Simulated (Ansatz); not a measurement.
# InP, space group F-43m: cell relaxations under several functionals

Computed with the Ansatz DFT code, driven from Python.

Notebook, run cell by cell (the value of a cell's last expression is shown):

**Cell 1**
```python
import ansatz
import numpy as np
```

**Cell 2**
```python
def edges_and_angles(cell):
    cell = np.asarray(cell)
    a, b, c = np.linalg.norm(cell, axis=1)
    cosines = cell[1] @ cell[2] / (b * c), cell[0] @ cell[2] / (a * c), cell[0] @ cell[1] / (a * b)
    return (a, b, c, *np.degrees(np.arccos(cosines)))
```

**Cell 3**
```python
inp = (
    ansatz.Lattice.of((0.0, 2.9305, 2.9305), (2.9305, 0.0, 2.9305), (2.9305, 2.9305, 0.0))
    .atom("In", (0.0, 0.0, 0.0))
    .atom("P", (0.25, 0.25, 0.25))
)
```

**Cell 4**
```python
job = (
    inp.calculation()
    .scf(tolerance=1e-10)
    .occupations(ansatz.OccupationsMethod.FERMI_DIRAC, width=0.05)
    .kpoints(mesh=(6, 6, 6))
    .relax(cell=True)
)
```

**Cell 5**
```python
levels = [("pbe", "d3bj"), ("pbesol", "none"), ("pbe", "d4")]
print("level            a       b       c    alpha   beta  gamma  V/atom  steps")
for name, dispersion in levels:
    seen = []
    run = job.functional(name, dispersion=dispersion).session().plan()
    res = run.execute(on_event=lambda e: seen.append(e) if e["event"] == "relax_step" else None)
    cell = res.lattice.cell_ang
    label = name if dispersion == "none" else f"{name}+{dispersion}"
    print("{:13s} {:7.4f} {:7.4f} {:7.4f} {:6.2f} {:6.2f} {:6.2f}".format(label, *edges_and_angles(cell)), f"{abs(np.linalg.det(cell)) / len(res.lattice.sites):7.3f} {len(seen):5d}")
```
Output:
```text
level            a       b       c    alpha   beta  gamma  V/atom  steps
DeckWarning: basis.ecutwfc = 420 eV, auto-derived from the records' recommended cutoffs: set by In (normal level)
pbe+d3bj       4.1674  4.1674  4.1674  60.00  60.00  60.00  25.588     4
pbesol         4.1565  4.1565  4.1565  60.00  60.00  60.00  25.388     4
pbe+d4         4.1658  4.1658  4.1658  60.00  60.00  60.00  25.560     4
```

From smallest to largest: PBEsol (25.39 Å³ an atom, +0.9 % against the start), PBE+D4 (25.56 Å³ an atom, +1.6 % against the start) and PBE+D3BJ (25.59 Å³ an atom, +1.7 % against the start). The spread is 0.8 % in volume.

What to keep in mind:
- Forces vanish by symmetry, so the ions can't move, and the end may be a saddle.
- Edges and angles are those of the cell as typed, here a primitive one, not of the conventional cell.
- Of the deposited cell: the entry's cell lengths or inner coordinates differ somewhat from later room-temperature determinations.
- The structure is a deposited one; some such entries were measured under pressure or heat, so a shift against it needn't be the functional's error alone.
- Warnings are shown shortened and without file and line.
- Finished in 14 s on 1 thread of Arm Neoverse V2, on a shared host, peak memory 0.4 GiB.
